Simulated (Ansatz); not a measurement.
## How far is PAW off for AgI?

```xyz
4
Lattice="4.5800 0.0000 0.0000 -2.2900 3.9664 0.0000 0.0000 0.0000 7.5851" Properties=species:S:1:pos:R:3 pbc="T T T"
Ag    0.0000    2.6443    0.0000
Ag    2.2900    1.3221    3.7925
I     0.0000    2.6443    2.8444
I     2.2900    1.3221    6.6370
```

Atoms are numbered in the order listed.

Conventional cell: a = 4.580 Å, b = 4.580 Å, c = 7.585 Å, α = 90.00°, β = 90.00°, γ = 120.00°. Ag (atom 1) has 4 I at 2.81 to 2.84 Å as nearest neighbours. I (atom 3) has 4 Ag at 2.81 to 2.84 Å as nearest neighbours.

The cell is COD entry 1011050, as deposited and not checked against the literature; nothing was relaxed. It is an old determination, and later ones may differ. The listed cell was then made from it by scaling, straining or moving an atom.

No spin–orbit coupling, which matters for the heavy atoms here.

All numbers are computed: DFT, LDA, PAW with Ansatz's default frozen-core files, scalar-relativistic (Ansatz 0.2.0); DFT, LDA, all-electron PAW with datasets made for the crystal, scalar-relativistic (Ansatz 0.2.0); DFT, LDA, all-electron LAPW, scalar-relativistic (Ansatz 0.2.0).

For PAW: a Γ-centred 8×8×4 k mesh, Fermi–Dirac smearing of 0.02 eV, cutoff 420 eV, no spin polarisation; the PAW files were made with PBE, and the program remakes their frozen cores for this functional. The crystal-made all-electron datasets (AE datasets) take a cutoff of 240 eV at this cell. LAPW targets a basis error of 1 meV/atom. The Ansatz runs share mesh, smearing and spin set-up. Plane-wave (PAW) pressures include the program's estimate of the Pulay term.

Stress and pressure are positive in compression.

No spin–orbit coupling: at heavy atoms the gradients can be off by tens of per cent for that reason.

```json
{"quantity": "pressure (GPa)", "PAW": "-2.51", "AE datasets": "-2.51", "LAPW": "-2.51"}
{"quantity": "stress xx (GPa)", "PAW": "-2.31", "AE datasets": "-2.30", "LAPW": "-2.30"}
{"quantity": "stress zz (GPa)", "PAW": "-2.92", "AE datasets": "-2.92", "LAPW": "-2.92"}
{"quantity": "force on Ag1, z (eV/Å)", "PAW": "0.039", "AE datasets": "0.039", "LAPW": "0.039"}
{"quantity": "force on I3, z (eV/Å)", "PAW": "-0.039", "AE datasets": "-0.039", "LAPW": "-0.039"}
{"quantity": "band gap (eV)", "PAW": "1.069", "AE datasets": "1.067", "LAPW": "1.067"}
{"quantity": "largest principal field gradient Vzz at Ag1 (10²¹ V/m²)", "PAW": "0.53", "AE datasets": "0.54", "LAPW": "–"}
{"quantity": "largest principal field gradient Vzz at I3 (10²¹ V/m²)", "PAW": "0.57", "AE datasets": "0.57", "LAPW": "–"}
```
